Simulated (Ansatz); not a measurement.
# SiNi: the cost of one run

Program: Ansatz 0.2.0. Level of theory: DFT LDA, scalar-relativistic. These are calculated values, not measurements.

### Step 1. The starting structure

It takes space group Pmmn (No. 59, orthorhombic). The conventional cell has a = 3.027 Å, b = 3.273 Å, c = 4.698 Å, α = 90.00°, β = 90.00°, γ = 90.00°. Around Si (site symmetry mm2) lie 6 Ni at 2.34 to 2.40 Å and 4 Si at 2.68 Å. Around Ni (site symmetry mm2) lie 6 Si at 2.34 to 2.40 Å and 4 Ni at 2.67 Å.

As a file:

```cif
data_structure
_symmetry_space_group_name_H-M 'Pmmn:1'
_symmetry_Int_Tables_number 59
_cell_length_a 3.0266
_cell_length_b 3.2735
_cell_length_c 4.6978
_cell_angle_alpha 90.000
_cell_angle_beta 90.000
_cell_angle_gamma 90.000
_cell_volume 46.54
loop_
_atom_site_label
_atom_site_type_symbol
_atom_site_symmetry_multiplicity
_atom_site_Wyckoff_symbol
_atom_site_fract_x
_atom_site_fract_y
_atom_site_fract_z
_atom_site_occupancy
Si1 Si 2 a 0.50000 0.50000 0.84230 1
Ni1 Ni 2 a 0.50000 0.50000 0.34422 1
```

The file gives the conventional cell by its symmetry; the runs use the cell typed in the input.

Atoms are numbered in the order of the input: Si1, Si2, Ni3, Ni4.

### Step 2. The deformed structure

Space group Pmmn before, Pmmn after.

### Step 3. Full-potential LAPW

File input.yaml:

```yaml
crystal:
  lattice:
    - [3.02662, 0.0, 0.0]
    - [0.0, 3.2735, 0.0]
    - [0.0, 0.0, 4.8386928]
  atoms:
    - { symbol: Si, position: [0.5, 0.5, 0.8423] }
    - { symbol: Si, position: [0.0, 0.0, 0.1577] }
    - { symbol: Ni, position: [0.5, 0.5, 0.34422], spin: 1.5 }
    - { symbol: Ni, position: [0.0, 0.0, 0.65578], spin: 1.5 }
magnetization:
  spin_polarized: true
kpoints:
  mp_grid: { grid: [11, 10, 7] }
  band_path:
    path:
      - [0.0, 0.0, 0.0]
      - [0.5, 0.0, 0.0]
      - [0.5, 0.5, 0.0]
      - [0.0, 0.5, 0.0]
      - [0.0, 0.0, 0.0]
      - [0.0, 0.0, 0.5]
      - [0.5, 0.0, 0.5]
      - [0.5, 0.5, 0.5]
      - [0.0, 0.5, 0.5]
    npoints: 5
scf:
  occupations: { method: fermi_dirac, width: 0.05 }
hamiltonian:
  xc: lda
  pseudopotentials: { kind: all_electron, lapw: { basis_error: 0.001 } }
output:
  forces: true
  stress: true
  eigenvalues: true
```

On the command line:

```bash
> ansatz run input.yaml --threads 1 --pin off --max-ram 6144MiB --backend cpu --events-out ev --progress --plain --runs-dir out
```

Q: Estimate wall time and peak memory on 1 thread of Intel Xeon 6975P-C (Granite Rapids), shared host.

About 2.1 min, with a peak of 1.3 GiB.
